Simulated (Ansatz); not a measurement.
The system is ZrC.

```
CELL_PARAMETERS angstrom
0.00000 2.36500 2.36500
2.36500 0.00000 2.36500
2.36500 2.36500 0.00000
ATOMIC_POSITIONS crystal
Zr 0.50000 0.50000 0.50000
C 0.00000 0.00000 0.00000
```

Below is the output of Ansatz 0.2.0 for this cell. Logs are shortened: lines on timing, memory, paths and dates and some standing lists are left out, and cuts for length are marked.

```text
Warning: RAYON_NUM_THREADS=2 ignored (pool sized by the plan → 2); use --threads N
Zr: projections on atomic orbitals take those of the free atom [Ar 3d10] 4s2 4p6 4d2 5s2, of charge +0.00 (hamiltonian.pseudopotentials.projection_atoms); the dataset's partial waves leave at most 4.4e-6 of an orbital's norm unspanned inside its sphere
C: projections on atomic orbitals take those of the free atom [He] 2s2 2p2, of charge +0.00 (hamiltonian.pseudopotentials.projection_atoms); the dataset's partial waves leave at most 3.7e-9 of an orbital's norm unspanned inside its sphere
scf.n_extra_bands = 6 over 8 filled bands (N_el = 16.0): the run solves 14 bands
Engine: ansatz 0.2.0, aarch64-unknown-linux-gnu
Pseudopotentials: kind: paw
Pseudopotential: Zr, paw, valence charge 12, recommended cutoff 420 eV (normal), Zr.paw.azcp
Pseudopotential: C, paw, valence charge 4, recommended cutoff 420 eV (normal), C.paw.azcp
Functional definition: SPW92
  exchange = slater_x
  correlation = pw_c
Crystal: 2 atoms, lattice volume = 26.456 Å³
Basis set: ecut = 420 eV, 531 PW (Γ)
Bands: 14, of which v1, the nominal top of the filled ones, is band 8 counted from 1 (7 counted from 0)
Symmetry: 48 space group operations
Space group: Fm-3m (ITA 225), of the structure as read, at distance tolerance 3.0e-5 Å
k-points: 47 of 1000
Non-local potential: Zr, projectors of the file, l = 0: 3, l = 1: 2, l = 2: 2, l = 3: 2
Non-local potential: C, projectors of the file, l = 0: 2, l = 1: 2, l = 2: 1
PAW form: soft (Blöchl's): semilocal exchange-correlation on the pseudo side does not see the compensation charge
PAW frozen core: Zr, regenerated for the run's functional, and the local potential with it (the file was generated under x = pbe(κ = 0.804, μ = 0.2195149727645171), c = pbe(β = 0.06672455060314922))
PAW frozen core: C, regenerated for the run's functional, and the local potential with it (the file was generated under x = pbe(κ = 0.804, μ = 0.2195149727645171), c = pbe(β = 0.06672455060314922))
PAW one-centre angular grid: Zr, 590 points (default); XC on 64 Gauss nodes
PAW one-centre angular grid: C, 110 points (default); XC on 64 Gauss nodes
Initial density: superposition of atomic densities (chi_scale 0.1, normalization cell, long waves kept (reshape's long-wave potential 0.00 eV rms))
Initial wavefunctions: pseudopotential atomic-orbital guess
Functional: x = slater, c = lda
SCF iter   1: F=—  HF=-4319.482407 eV  |F-HF|=—  |Δ(HF+E_count)|=         —  Δρ=1.18e-1  dr2=5.74e0  ethr=3.10e-3  ⟨swp⟩=5.0  Hψ=3182  notcnv=0
preconditioner: auto → none  [insulator: Δε(μ)=0.194 eV  Ē_g=20.132 eV  σ=0.050 eV  W_gap=0.75  n_scr=8 (ndim 8)  ℏωp=27.0 eV  f_vac=0.000  D(μ)=0.07/eV (n_scr^D=0)  ε∞_Penn≈2.8]
SCF iter   2: F=—  HF=-4319.092034 eV  |F-HF|=—  |Δ(HF+E_count)|=   3.90e-1  Δρ=1.04e-1  dr2=3.72e0  ethr=3.10e-3  ⟨swp⟩=3.2  Hψ=1742  notcnv=0  defer=61
SCF iter   3: F=—  HF=-4318.284315 eV  |F-HF|=—  |Δ(HF+E_count)|=   8.08e-1  Δρ=1.86e-2  dr2=4.06e-2  ethr=3.10e-3  ⟨swp⟩=2.4  Hψ=1345  notcnv=0  defer=61
SCF iter   4: F=—  HF=-4318.339815 eV  |F-HF|=—  |Δ(HF+E_count)|=   5.55e-2  Δρ=7.44e-3  dr2=1.32e-2  ethr=2.54e-4  ⟨swp⟩=2.1  Hψ=1132  notcnv=0  defer=61
SCF iter   5: F=—  HF=-4318.334785 eV  |F-HF|=—  |Δ(HF+E_count)|=   5.03e-3  Δρ=3.52e-3  dr2=2.49e-3  ethr=8.26e-5  ⟨swp⟩=2.9  Hψ=1152  notcnv=0  defer=61
SCF iter   6: F=—  HF=-4318.333713 eV  |F-HF|=—  |Δ(HF+E_count)|=   1.07e-3  Δρ=3.56e-4  dr2=2.40e-5  ethr=1.56e-5  ⟨swp⟩=2.2  Hψ=1108  notcnv=0  defer=61
SCF iter   7: F=—  HF=-4318.333715 eV  |F-HF|=—  |Δ(HF+E_count)|=   1.75e-6  Δρ=1.22e-4  dr2=3.85e-6  ethr=1.50e-7  ⟨swp⟩=2.2  Hψ=807  notcnv=0  defer=61
SCF iter   8: F=-4318.333714 eV  HF=-4318.333714 eV  |F-HF|=1.63e-9  |Δ(HF+E_count)|=   1.07e-6  Δρ=5.37e-6  dr2=6.56e-9  ethr=6.25e-10  ⟨swp⟩=11.6  Hψ=4256  notcnv=0
SCF 1 converged in 8 iterations: F = -4318.333714 eV  dr2 = 6.56e-9
  greatest PAW one-centre occupation: 0.997 electrons in one spin orbital (limit 2), on the Zr atom at site 0 (counted from 0), in its partial waves of l = 0
NSCF: frozen V_eff on 120 k-points
SCF converged after 8 iterations
Free energy (F): -4318.333714 eV
Harris-Foulkes:  -4318.333714 eV  (|F-HF|=1.63e-9)
Internal energy: -4318.332662 eV  (E = F + TS)
E sigma→0 (E₀):  -4318.333188 eV
Entropy (-TS):   -0.001052 eV (-0.526 meV/atom)
Fermi energy:    14.823950 eV
--- Per-component energies (eV) ---
  E_band       = -56.001486
  E_kinetic    = 422.207183
  E_local      = -608.948905  (includes V_loc(G=0)·N_el)
  E_nonlocal   = 108.680255
  E_hartree    = 180.340587
  E_xc         = -209.620995
  E_vxc        = -251.770238  (∫ρ·V_xc dr)
  E_hubbard    = 3.811378  (on-site DFT+U / exact-exchange correction)
  E_vhub       = 2.293488  (the Hubbard potential's part of the band-sum identity)
  E_paw        = -2939.371611  (= ΣΔE_a)
  E_vpaw       = -89.145415  (= ΣTr[D̂ρ^β])
  E_aug_tail   = 0.000039  (compensation charges beyond the density's cutoff)
  E_ewald      = -1275.863827
  E_core_change = 0.433233  (= ΣΔE_core)
  E_smearing   = -0.001052  (= −TS)
  E_closure    = 0.000000  (closes the sum)
  Σ components = -4318.333714   (vs F -4318.333714, Δ=0.00e0)
--- Forces (eV/Å), atoms counted from 1 ---
  atom   1  Zr     0.00000000     0.00000000     0.00000000
  atom   2  C     -0.00000000     0.00000000     0.00000000
  max |Σ_I F_I| component: 3.44e-29 eV/Å
--- Stress (GPa, compression-positive) ---
       -6.800834       0.000000      -0.000000
        0.000000      -6.800834       0.000000
       -0.000000      -0.000000      -6.800834
  P = ⅓ Tr σ = -6.8008 GPa (-68.008 kbar)
--- Band table (eV; the first three rows and the last of 47) ---
  k-point 0: bands = ["-34.1085", "-11.8517", "-11.8517", "-11.8517", "3.4144", "15.6071", "15.6071", "15.6071", "16.2925", "16.2925", "16.2925", "17.4403", "17.4403", "21.6273"]
  k-point 1: bands = ["-34.0995", "-11.9304", "-11.8588", "-11.8588", "3.6385", "14.5096", "14.6841", "14.6841", "16.5946", "16.5946", "16.8811", "18.5137", "18.5137", "22.1056"]
  k-point 2: bands = ["-34.0733", "-12.1318", "-11.8774", "-11.8774", "4.2627", "12.9367", "13.5267", "13.5267", "17.2229", "17.2229", "17.3883", "20.3351", "20.3351", "23.0779"]
  k-point 46: bands = ["-33.9841", "-12.3776", "-12.2510", "-12.1242", "5.5200", "12.2608", "12.4311", "12.5979", "17.2998", "19.0442", "20.6726", "20.9846", "21.7306", "26.9323"]
Occupation matrices written to <dir>
```

**Question.** What input gives this log?

**Answer.** Projected density of states with LDA+U, no spin polarisation. The files as run (others can give the same):

input.yaml
```yaml
crystal:
  lattice:
    - [0.0, 2.365, 2.365]
    - [2.365, 0.0, 2.365]
    - [2.365, 2.365, 0.0]
  atoms:
    - { symbol: Zr, position: [0.5, 0.5, 0.5] }
    - { symbol: C, position: [0.0, 0.0, 0.0] }
hamiltonian:
  xc: lda
  pseudopotentials: { kind: paw }
  hubbard: { sites: [{ species: Zr, l: d, u_eff: 4.0 }] }
kpoints:
  mp_grid: { grid: [10, 10, 10] }
scf:
  occupations: { method: fermi_dirac, width: 0.05 }
  n_extra_bands: 6
output:
  forces: true
  stress: true
  eigenvalues: true
  dos: { projected: true, de: 0.05, nscf_kmesh: { grid: [15, 15, 15] } }
  write_density: true
  write_potential: true
  elf: true
  volumetric_format: npy
```

Potentials or basis: Ansatz PAW.
The run is started by
```sh
$ ansatz run input.yaml --threads 2 --pin off --max-ram 5632MiB --backend cpu --events-out ev --progress --plain --runs-dir out
```

Caveat: U without spin polarisation on a metal has little footing; the PAW data sets come from PBE, with cores solved anew for the run's functional, which leaves a small shift of forces and pressure; the U is typed as a test and isn't derived for this compound; the density of states is complete only up to the lowest level of the last band computed.
